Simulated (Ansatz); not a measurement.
# PtS2 (P-3m1) in Ansatz: notebook

The runs below take PtS2 through elastic constants, Born charges and dielectric tensor, phonons, with LDA, PBE.

All numbers are computed with Ansatz 0.2.0; they aren't measurements. Logs are shortened: lines on timing, memory, paths and dates and some standing lists are left out, and cuts for length are marked.

## 1. The crystal as given

The structure is trigonal, space group P-3m1 (No. 164). The conventional cell has a = 3.543 Å, b = 3.543 Å, c = 5.039 Å, α = 90.00°, β = 90.00°, γ = 120.00°. Pt (site symmetry -3m) has 6 S at 2.34 Å as nearest neighbours. S (site symmetry 3m) is surrounded by 3 Pt at 2.34 Å.

## 2. Elastic constants, LDA

input.yaml

```yaml
crystal:
  lattice:
    - [3.5432, 0.0, 0.0]
    - [-1.7716, 3.0685012107, 0.0]
    - [0.0, 0.0, 5.0388]
  atoms:
    - { symbol: Pt, position: [0.0, 0.0, 0.0] }
    - { symbol: S, position: [0.6666666667, 0.3333333333, 0.773] }
    - { symbol: S, position: [0.3333333333, 0.6666666667, 0.227] }
hamiltonian:
  xc: lda
  pseudopotentials: { kind: paw }
kpoints:
  mp_grid: { grid: [7, 7, 4] }
scf:
  occupations: { method: fixed }
output:
  forces: true
  stress: true
elastic:
  mode: relaxed_ion
  stencil: two_point
```

Potentials or basis: Ansatz PAW.

On the command line:

```
$ ansatz run input.yaml --threads 2 --pin off --max-ram 5632MiB --backend cpu --events-out ev --progress --plain --runs-dir out
```

Standard output:

```text
Warning: RAYON_NUM_THREADS=2 ignored (pool sized by the plan → 2); use --threads N
Engine: ansatz 0.2.0, x86_64-unknown-linux-gnu
Pseudopotentials: kind: paw
Pseudopotential: Pt, paw, valence charge 18, recommended cutoff 420 eV (normal), Pt.paw.azcp
Pseudopotential: S, paw, valence charge 6, recommended cutoff 420 eV (normal), S.paw.azcp
Functional definition: SPW92
  exchange = slater_x
  correlation = pw_c
Crystal: 3 atoms, lattice volume = 54.783 Å³
Basis set: ecut = 420 eV, 1043 PW (Γ)
Bands: 19, of which v1, the nominal top of the filled ones, is band 15 counted from 1 (14 counted from 0)
Symmetry: 12 space group operations
Space group: P-3m1 (ITA 164), of the structure as read, at distance tolerance 3.8e-5 Å
k-points: 28 of 196
Non-local potential: Pt, projectors of the file, l = 0: 3, l = 1: 2, l = 2: 2, l = 3: 1
Non-local potential: S, projectors of the file, l = 0: 2, l = 1: 2, l = 2: 2
PAW form: soft (Blöchl's): semilocal exchange-correlation on the pseudo side does not see the compensation charge
PAW frozen core: Pt, regenerated for the run's functional, and the local potential with it (the file was generated under x = pbe(κ = 0.804, μ = 0.2195149727645171), c = pbe(β = 0.06672455060314922))
PAW frozen core: S, regenerated for the run's functional, and the local potential with it (the file was generated under x = pbe(κ = 0.804, μ = 0.2195149727645171), c = pbe(β = 0.06672455060314922))
PAW one-centre angular grid: Pt, 590 points (default); XC on 64 Gauss nodes
PAW one-centre angular grid: S, 110 points (default); XC on 64 Gauss nodes
Initial density: superposition of atomic densities (neutral atoms: chi_scale 0, normalization atom), corrected by the library's trained network
Initial wavefunctions: pseudopotential atomic-orbital guess
Functional: x = slater, c = lda
SCF iter   1: F=—  HF=-13985.304439 eV  |F-HF|=—  |Δ(HF+E_count)|=         —  Δρ=6.24e-3  dr2=2.25e-2  ethr=1.77e-3  ⟨swp⟩=4.9  Hψ=2366  notcnv=0  defer=56
preconditioner: auto → Resta (q_TF=auto, 2.468 Å⁻¹)  ε∞=6.7  [insulator: Δε(μ)=0.682 eV  Ē_g=9.876 eV  n_scr=20 (ndim 8)  ℏωp=23.5 eV  f_vac=0.021  ε∞_Penn≈6.7]
SCF iter   2: F=—  HF=-13985.300786 eV  |F-HF|=—  |Δ(HF+E_count)|=   3.65e-3  Δρ=3.28e-3  dr2=3.97e-3  ethr=7.51e-5  ⟨swp⟩=2.0  Hψ=812  notcnv=0  defer=56
SCF iter   3: F=—  HF=-13985.299937 eV  |F-HF|=—  |Δ(HF+E_count)|=   8.49e-4  Δρ=1.11e-3  dr2=7.32e-4  ethr=1.32e-5  ⟨swp⟩=2.1  Hψ=836  notcnv=0  defer=56
SCF iter   4: F=—  HF=-13985.299833 eV  |F-HF|=—  |Δ(HF+E_count)|=   1.04e-4  Δρ=2.70e-4  dr2=3.87e-5  ethr=2.44e-6  ⟨swp⟩=2.2  Hψ=716  notcnv=0  defer=56
SCF iter   5: F=—  HF=-13985.299833 eV  |F-HF|=—  |Δ(HF+E_count)|=   3.56e-7  Δρ=5.17e-5  dr2=1.81e-6  ethr=1.29e-7  ⟨swp⟩=2.2  Hψ=772  notcnv=0
SCF iter   6: F=—  HF=-13985.299840 eV  |F-HF|=—  |Δ(HF+E_count)|=   7.15e-6  Δρ=1.40e-5  dr2=1.40e-7  ethr=6.02e-9  ⟨swp⟩=2.0  Hψ=793  notcnv=0
SCF iter   7: F=—  HF=-13985.299840 eV  |F-HF|=—  |Δ(HF+E_count)|=   5.81e-8  Δρ=3.09e-6  dr2=8.86e-9  ethr=4.68e-10  ⟨swp⟩=2.3  Hψ=744  notcnv=0
SCF iter   8: F=—  HF=-13985.299840 eV  |F-HF|=—  |Δ(HF+E_count)|=   2.45e-9  Δρ=7.58e-7  dr2=5.39e-10  ethr=2.95e-11  ⟨swp⟩=2.1  Hψ=744  notcnv=0
SCF iter   9: F=—  HF=-13985.299840 eV  |F-HF|=—  |Δ(HF+E_count)|=  1.27e-11  Δρ=1.32e-7  dr2=1.13e-11  ethr=1.80e-12  ⟨swp⟩=2.2  Hψ=745  notcnv=0
SCF iter  10: F=—  HF=-13985.299840 eV  |F-HF|=—  |Δ(HF+E_count)|=  5.46e-12  Δρ=2.50e-8  dr2=3.41e-13  ethr=3.77e-14 (applied; sched 1.00e-12)  ⟨swp⟩=2.5  Hψ=850  notcnv=0
SCF iter  11: F=-13985.299840 eV  HF=-13985.299840 eV  |F-HF|=3.64e-12  |Δ(HF+E_count)|=  7.28e-12  Δρ=8.19e-9  dr2=5.01e-14  ethr=1.00e-12  ⟨swp⟩=5.9  Hψ=2429  notcnv=0
SCF 1 converged in 11 iterations: F = -13985.299840 eV  dr2 = 5.01e-14
relax step   1: F+E_penalty+E_count = -13985.29984021 eV  Δ(F+E_penalty+E_count) = +0.000e0 eV  max|allowed force component| = 8.043e-1 eV/Å  Δτ_max = 0.0000 Å  (11 SCF iters, accepted)
Initial density: handed on by an earlier stage of this run
Initial wavefunctions: pseudopotential atomic-orbital guess (no wavefunctions were taken with the density)
SCF iter   1: F=—  HF=-13989.130542 eV  |F-HF|=—  |Δ(HF+E_count)|=         —  Δρ=8.92e-2  dr2=1.51e1  ethr=3.10e-3  ⟨swp⟩=4.1  Hψ=2194  notcnv=0  defer=52
preconditioner: auto → Resta (q_TF=auto, 2.468 Å⁻¹)  ε∞=7.6  [insulator: Δε(μ)=1.012 eV  Ē_g=9.190 eV  n_scr=20 (ndim 8)  ℏωp=23.5 eV  f_vac=0.017  ε∞_Penn≈7.6]
SCF iter   2: F=—  HF=-13986.162191 eV  |F-HF|=—  |Δ(HF+E_count)|=    2.97e0  Δρ=4.01e-2  dr2=2.42e0  ethr=3.10e-3  ⟨swp⟩=3.0  Hψ=1084  notcnv=0  defer=56
SCF iter   3: F=—  HF=-13985.480042 eV  |F-HF|=—  |Δ(HF+E_count)|=   6.82e-1  Δρ=1.53e-2  dr2=5.22e-1  ethr=3.10e-3  ⟨swp⟩=2.1  Hψ=1035  notcnv=0  defer=56
SCF iter   4: F=—  HF=-13985.353416 eV  |F-HF|=—  |Δ(HF+E_count)|=   1.27e-1  Δρ=6.37e-3  dr2=2.90e-2  ethr=1.74e-3  ⟨swp⟩=2.0  Hψ=750  notcnv=0  defer=56
SCF iter   5: F=—  HF=-13985.345866 eV  |F-HF|=—  |Δ(HF+E_count)|=   7.55e-3  Δρ=1.09e-3  dr2=4.94e-4  ethr=9.65e-5  ⟨swp⟩=2.6  Hψ=988  notcnv=0  defer=56
SCF iter   6: F=—  HF=-13985.346049 eV  |F-HF|=—  |Δ(HF+E_count)|=   1.82e-4  Δρ=2.30e-4  dr2=4.69e-5  ethr=1.65e-6  ⟨swp⟩=1.6  Hψ=607  notcnv=0  defer=56
SCF iter   7: F=—  HF=-13985.346057 eV  |F-HF|=—  |Δ(HF+E_count)|=   8.49e-6  Δρ=6.23e-5  dr2=2.58e-6  ethr=1.56e-7  ⟨swp⟩=2.2  Hψ=701  notcnv=0  defer=50
SCF iter   8: F=—  HF=-13985.346059 eV  |F-HF|=—  |Δ(HF+E_count)|=   1.81e-6  Δρ=1.32e-5  dr2=1.24e-7  ethr=8.59e-9  ⟨swp⟩=1.9  Hψ=641  notcnv=0  defer=8
SCF iter   9: F=—  HF=-13985.346059 eV  |F-HF|=—  |Δ(HF+E_count)|=   2.70e-8  Δρ=3.00e-6  dr2=4.20e-9  ethr=4.12e-10  ⟨swp⟩=2.4  Hψ=816  notcnv=0  defer=8
SCF iter  10: F=—  HF=-13985.346059 eV  |F-HF|=—  |Δ(HF+E_count)|=  5.73e-10  Δρ=4.99e-7  dr2=1.20e-10  ethr=1.40e-11  ⟨swp⟩=2.0  Hψ=806  notcnv=0  defer=8
SCF iter  11: F=—  HF=-13985.346059 eV  |F-HF|=—  |Δ(HF+E_count)|=  2.91e-11  Δρ=1.30e-7  dr2=1.13e-11  ethr=3.98e-13 (applied; sched 1.00e-12)  ⟨swp⟩=2.6  Hψ=905  notcnv=0  defer=8
[... 296 lines left out ...]
SCF 31 converged in 2 iterations: F = -13985.347364 eV  dr2 = 2.64e-14
SCF converged after 9 iterations
Free energy (F): -13985.347377 eV
Harris-Foulkes:  -13985.347377 eV  (|F-HF|=0.00e0)
Internal energy: -13985.347377 eV  (E = F + TS)
E sigma→0 (E₀):  -13985.347377 eV
Fermi energy:    10.753537 eV
--- Per-component energies (eV) ---
  E_band       = -325.120562
  E_kinetic    = 852.692501
  E_local      = -3077.494894  (includes V_loc(G=0)·N_el)
  E_nonlocal   = 264.416473
  E_hartree    = 1209.792227
  E_xc         = -453.412794
  E_vxc        = -478.900564  (∫ρ·V_xc dr)
  E_paw        = -10314.663766  (= ΣΔE_a)
  E_vpaw       = -305.418698  (= ΣTr[D̂ρ^β])
  E_aug_tail   = 0.000166  (compensation charges beyond the density's cutoff)
  E_ewald      = -2467.447555
  E_core_change = 0.770265  (= ΣΔE_core)
  E_smearing   = -0.000000  (= −TS)
  E_closure    = 0.000000  (closes the sum)
  Σ components = -13985.347377   (vs F -13985.347377, Δ=0.00e0)
--- Forces (eV/Å), atoms counted from 1 ---
  atom   1  Pt    -0.00000000     0.00000000     0.00000000
  atom   2  S      0.00000000    -0.00000000     0.00000049
  atom   3  S     -0.00000000     0.00000000    -0.00000049
  max |Σ_I F_I| component: 4.63e-18 eV/Å
--- Stress (GPa, compression-positive) ---
       -1.062257       0.000000       0.000000
        0.000000      -1.062257       0.000000
        0.000000       0.000000      -1.954869
  P = ⅓ Tr σ = -1.3598 GPa (-13.598 kbar)
--- Band table (eV; the first three rows and the last of 28) ---
  k-point 0: bands = ["-88.8389", "-42.9812", "-42.9812", "-42.8685", "-4.5970", "-1.5435", "3.7464", "4.0115", "4.0115", "6.8623", "6.8623", "8.7419", "9.6601", "9.6601", "10.7535", "12.8673", "12.8673", "15.2226", "16.0252"]
  k-point 1: bands = ["-88.8389", "-42.9812", "-42.9812", "-42.8685", "-4.4330", "-1.9605", "4.0242", "4.0242", "4.4038", "6.8494", "6.8494", "8.5286", "9.5311", "9.5311", "10.1261", "13.1482", "13.1482", "15.5429", "16.9328"]
  k-point 2: bands = ["-88.8389", "-42.9812", "-42.9812", "-42.8685", "-4.2187", "-2.3916", "4.0371", "4.0371", "5.1990", "6.8373", "6.8373", "8.0318", "9.4119", "9.4119", "9.6957", "13.4440", "13.4440", "16.1007", "17.7130"]
  k-point 27: bands = ["-88.8385", "-42.9995", "-42.9938", "-42.8654", "-2.4081", "-2.3790", "3.9591", "4.2647", "4.9846", "6.0851", "6.3308", "7.4028", "7.4193", "8.6228", "9.0086", "12.6457", "12.9177", "17.4187", "17.8305"]
--- Elastic constants: 3 strain directions × 2 members + reference (group order 12) ---
  dense FFT box of the reference and of every strained cell: 24×24×36
  strains applied: 11, 33, 23; error gains: componentwise 1.00 (the most a stress slope's error grows in a printed constant), spectral 1.41 (1 for all six strains in a standard setting)
  reference relaxed by the batch: 5 steps; max|allowed force component| 8.04e-1 eV/Å at the deck's positions, 4.78e-7 at the last accepted step, 4.93e-7 by the solve of record
  largest displacement 6.0e-2 Å; the constants are those of the deck's cell at these positions:
  atoms:
    - { symbol: Pt, position: [7.291491503576472e-35, 7.278940438949852e-35, 0.0] }
    - { symbol: S, position: [0.6666666666666666, 0.3333333333333333, 0.7611126705225439] }
    - { symbol: S, position: [0.3333333333333333, 0.6666666666666666, 0.23888732947745628] }
  C = ∂σ_k/∂η_j (tension-positive GPa; Voigt order 11 22 33 23 13 12):
       202.344     59.801     15.385    -12.989      0.000     -0.000
        59.801    202.344     15.385     12.989     -0.000      0.000
        14.491     14.491      2.883      0.000     -0.000      0.000
       -12.992     12.992     -0.000     20.642     -0.000     -0.000
         0.000     -0.000      0.000      0.000     20.642    -12.992
         0.000     -0.000     -0.000     -0.000    -12.989     71.271
  reference stress σ⁰ (GPa):      1.062      1.062      1.955     -0.000     -0.000     -0.000
  C* (energy form; C + prestress term) asymmetry max|C*_kj − C*_jk| = 3.403e-3 GPa — a small one proves nothing (zero by symmetry where the batch's group is 432, −43m or m−3m); a large one is finite-difference/SCF noise where every solve meets its electron count
  moduli (Voigt/Reuss/Hill, GPa): K = 65.21/1.49/33.35   G = 43.70/3.56/23.63   E = 57.35   ν = 0.213
  mechanically stable: yes (min eigenvalue of sym C = 1.17 GPa)
  strain η (Voigt 11):  stress-route row diagonal C_11 = 202.34 GPa, energy-path curvature d²(F+E_count+ΔE)/dδ²/Ω₀ = 202.45 GPa
         δ    σ_11 (GPa)             F (eV)   n_scf  n_hpsi   n_pw
    -2.000e-3       0.6566      -13985.3479718       2    9949   1084   relax 4 steps, max|allowed force component| 1.30e-5 eV/Å
     2.000e-3       1.4660      -13985.3465128       2   10009   1092   relax 3 steps, max|allowed force component| 1.97e-6 eV/Å
  strain η (Voigt 33):  stress-route row diagonal C_33 = 2.88 GPa, energy-path curvature d²(F+E_count+ΔE)/dδ²/Ω₀ = 2.90 GPa
         δ    σ_33 (GPa)             F (eV)   n_scf  n_hpsi   n_pw
    -2.000e-3       1.9488      -13985.3487129       2    4622   1078   relax 3 steps, max|allowed force component| 1.26e-7 eV/Å
     2.000e-3       1.9604      -13985.3460385       2    4596   1084   relax 3 steps, max|allowed force component| 7.94e-8 eV/Å
  strain η (Voigt 23):  stress-route row diagonal C_44 = 20.64 GPa, energy-path curvature d²(F+E_count+ΔE)/dδ²/Ω₀ = 19.90 GPa
         δ    σ_23 (GPa)             F (eV)   n_scf  n_hpsi   n_pw
    -2.000e-3      -0.0416      -13985.3473641       2    9970   1086   relax 3 steps, max|allowed force component| 2.90e-5 eV/Å
     2.000e-3       0.0410      -13985.3473645       2    9959   1086   relax 3 steps, max|allowed force component| 7.03e-7 eV/Å
```

Wall time 16 s (2 threads of Intel Xeon Platinum 8488C (Sapphire Rapids), shared host); peak memory 0.44 GiB.

Results:

```yaml
Free_energy: -13985.3474 eV
Pressure: -1.4 GPa
Band_gap_on_the_k_mesh: 0.56 eV, indirect (least direct gap 0.84 eV)
Voigt_bulk_modulus: 65 GPa
```

Stress tensor (GPa, compression positive):
```
-1.06  0.00  0.00
 0.00 -1.06  0.00
 0.00  0.00 -1.95
```

Elastic tensor in Voigt notation (GPa, in the Cartesian axes of the cell as first typed):
```
202  60  15 -13   0   0
 60 202  15  13   0   0
 14  14   3   0   0   0
-13  13   0  21   0   0
  0   0   0   0  21 -13
  0   0   0   0 -13  71
```

Caveat: odd divisions of the mesh miss points on the zone boundary, where band edges often lie, so the gap on the mesh can be too wide; spin-orbit coupling is left out, which moves the levels of the heavy elements; the PAW data sets come from PBE, with cores solved anew for the run's functional, which leaves a small shift of forces and pressure. A k mesh can miss the band edges.

## 3. Born charges and dielectric tensor, LDA

Changes to input.yaml since step 2:

```diff
@@ -13,3 +13,3 @@
 kpoints:
-  mp_grid: { grid: [7, 7, 4] }
+  mp_grid: { grid: [9, 9, 5] }
 scf:
@@ -17,6 +17,4 @@
 output:
-  forces: true
-  stress: true
-elastic:
-  mode: relaxed_ion
-  stencil: two_point
+  eigenvalues: true
+dielectric:
+  method: response
```

Potentials or basis: Ansatz PAW.

On the command line:

```
$ ansatz run input.yaml --threads 2 --pin off --max-ram 5632MiB --backend cpu --events-out ev --progress --plain --runs-dir out
```

Standard output:

```text
Warning: RAYON_NUM_THREADS=2 ignored (pool sized by the plan → 2); use --threads N
[... 7 set-up lines as earlier in the session ...]
Crystal: 3 atoms, lattice volume = 54.783 Å³
Basis set: ecut = 420 eV, 1043 PW (Γ), exchange–correlation on 48×48×72 points (8 copies of the dense FFT grid, shifted against one another)
Bands: 19, of which v1, the nominal top of the filled ones, is band 15 counted from 1 (14 counted from 0)
[... 1 set-up line as earlier in the session ...]
k-points: 115 of 405 (irreducible under 2 space group operations, time reversal used)
[... 10 set-up lines as earlier in the session ...]
SCF iter   1: F=—  HF=-13985.307430 eV  |F-HF|=—  |Δ(HF+E_count)|=         —  Δρ=6.31e-3  dr2=2.35e-2  ethr=1.77e-3  ⟨swp⟩=5.0  Hψ=9732  notcnv=0  defer=230
preconditioner: auto → Resta (q_TF=auto, 2.468 Å⁻¹)  ε∞=6.7  [insulator: Δε(μ)=0.866 eV  Ē_g=9.876 eV  n_scr=20 (ndim 8)  ℏωp=23.5 eV  f_vac=0.021  ε∞_Penn≈6.7]
SCF iter   2: F=—  HF=-13985.303627 eV  |F-HF|=—  |Δ(HF+E_count)|=   3.80e-3  Δρ=3.29e-3  dr2=4.01e-3  ethr=7.82e-5  ⟨swp⟩=2.0  Hψ=3335  notcnv=0  defer=230
SCF iter   3: F=—  HF=-13985.302768 eV  |F-HF|=—  |Δ(HF+E_count)|=   8.60e-4  Δρ=1.13e-3  dr2=7.46e-4  ethr=1.34e-5  ⟨swp⟩=2.1  Hψ=3439  notcnv=0  defer=230
SCF iter   4: F=—  HF=-13985.302663 eV  |F-HF|=—  |Δ(HF+E_count)|=   1.05e-4  Δρ=2.72e-4  dr2=3.95e-5  ethr=2.49e-6  ⟨swp⟩=2.2  Hψ=2959  notcnv=0  defer=230
SCF iter   5: F=—  HF=-13985.302665 eV  |F-HF|=—  |Δ(HF+E_count)|=   1.67e-6  Δρ=5.10e-5  dr2=1.73e-6  ethr=1.32e-7  ⟨swp⟩=2.3  Hψ=3225  notcnv=0
SCF iter   6: F=—  HF=-13985.302667 eV  |F-HF|=—  |Δ(HF+E_count)|=   2.08e-6  Δρ=1.39e-5  dr2=1.48e-7  ethr=5.77e-9  ⟨swp⟩=2.0  Hψ=3263  notcnv=0
[... 19 lines left out ...]
SCF converged after 9 iterations
Free energy (F): -13985.302667 eV
Harris-Foulkes:  -13985.302667 eV  (|F-HF|=3.64e-12)
Internal energy: -13985.302667 eV  (E = F + TS)
E sigma→0 (E₀):  -13985.302667 eV
Fermi energy:    10.743572 eV
--- Per-component energies (eV) ---
  E_band       = -328.544879
  E_kinetic    = 855.552454
  E_local      = -3150.349560  (includes V_loc(G=0)·N_el)
  E_nonlocal   = 264.310689
  E_hartree    = 1243.919358
  E_xc         = -454.471528
  E_vxc        = -480.268562  (∫ρ·V_xc dr)
  E_paw        = -10314.830132  (= ΣΔE_a)
  E_vpaw       = -305.628737  (= ΣTr[D̂ρ^β])
  E_aug_tail   = 0.000161  (compensation charges beyond the density's cutoff)
  E_ewald      = -2430.204375
  E_core_change = 0.770265  (= ΣΔE_core)
  E_smearing   = -0.000000  (= −TS)
  E_closure    = 0.000000  (closes the sum)
  Σ components = -13985.302667   (vs F -13985.302667, Δ=0.00e0)
--- Band table (eV; the first three rows and the last of 115) ---
  k-point 0: bands = ["-88.9368", "-43.1151", "-43.1151", "-42.9328", "-4.8456", "-1.5394", "3.6273", "3.6273", "3.7617", "6.6993", "6.6993", "8.9106", "9.5843", "9.5843", "10.5907", "13.1458", "13.1458", "15.3351", "16.1994"]
  k-point 1: bands = ["-88.9368", "-43.1151", "-43.1151", "-42.9328", "-4.7592", "-1.7879", "3.6341", "3.6341", "4.1697", "6.6910", "6.6910", "8.7542", "9.5170", "9.5170", "10.2525", "13.3058", "13.3058", "15.4470", "16.8364"]
  k-point 2: bands = ["-88.9368", "-43.1151", "-43.1151", "-42.9328", "-4.5954", "-2.1817", "3.6451", "3.6451", "4.9189", "6.6782", "6.6782", "8.2768", "9.4134", "9.4134", "9.8657", "13.5792", "13.5792", "15.9092", "17.7105"]
  k-point 114: bands = ["-88.9364", "-43.1333", "-43.1235", "-42.9301", "-3.0221", "-2.4827", "3.8798", "3.9671", "4.9753", "5.7268", "6.1854", "7.5070", "8.3351", "8.7409", "9.4726", "12.1961", "12.7010", "17.1503", "17.5557"]
--- Dielectric response (ions clamped): 3 representative field directions + reference, inside a basis on a mesh of 1152 k-points (Σ response iterations 15) ---
  ε∞ (high-frequency dielectric tensor):
       19.629936     0.000000    -0.000000
       -0.000000    19.629936     0.000000
       -0.000000     0.000000    10.508805
  Born effective charges Z* (e; rows j = field, columns β = displacement):
    site 0:
         2.85332    0.00000   -0.00000
         0.00000    2.85332    0.00000
        -0.00000    0.00000   -0.69549
    site 1:
        -1.42666   -0.00000    0.00000
        -0.00000   -1.42666   -0.00000
         0.00000   -0.00000    0.34775
    site 2:
        -1.42666   -0.00000    0.00000
        -0.00000   -1.42666   -0.00000
         0.00000   -0.00000    0.34775
  Z* charge neutrality: 1.927e-3 e pre-enforcement
  solved inside a basis spanned on kpoints, on 12×12×8 k-points, its susceptibility summed on 18×18×12: ε∞ is read to err by 6.7e-2, Z* by 2.0e-2 e (field_mesh: kpoints solves on kpoints); Z* is corrected for what the basis lacks
```

It took 46 s on 2 threads of Intel Xeon Platinum 8488C (Sapphire Rapids), shared host; peak memory 1.3 GiB.

Results:

```
Free energy                             : -13985.3027 eV
Band gap on the k mesh                  : 0.90 eV, indirect (least direct gap 0.95 eV)
Electronic dielectric tensor (diagonal) : 19.63, 19.63, 10.51
Born charges (mean of the diagonal)     : Pt +1.67; S -0.84 e
```

Electronic dielectric tensor:
```
19.63  0.00  0.00
 0.00 19.63  0.00
 0.00  0.00 10.51
```

Born effective charge tensors (e):
atom 1, Pt
```
 2.85  0.00  0.00
 0.00  2.85  0.00
 0.00  0.00 -0.70
```
atom 2, S
```
-1.43  0.00  0.00
 0.00 -1.43  0.00
 0.00  0.00  0.35
```
atom 3, S
```
-1.43  0.00  0.00
 0.00 -1.43  0.00
 0.00  0.00  0.35
```

Caveat: odd divisions of the mesh miss points on the zone boundary, where band edges often lie, so the gap on the mesh can be too wide; spin-orbit coupling is left out, which moves the levels of the heavy elements; the PAW data sets come from PBE, with cores solved anew for the run's functional, which leaves a small shift of forces and pressure. A k mesh can miss the band edges.

(Part 1 of 2 ends here.)
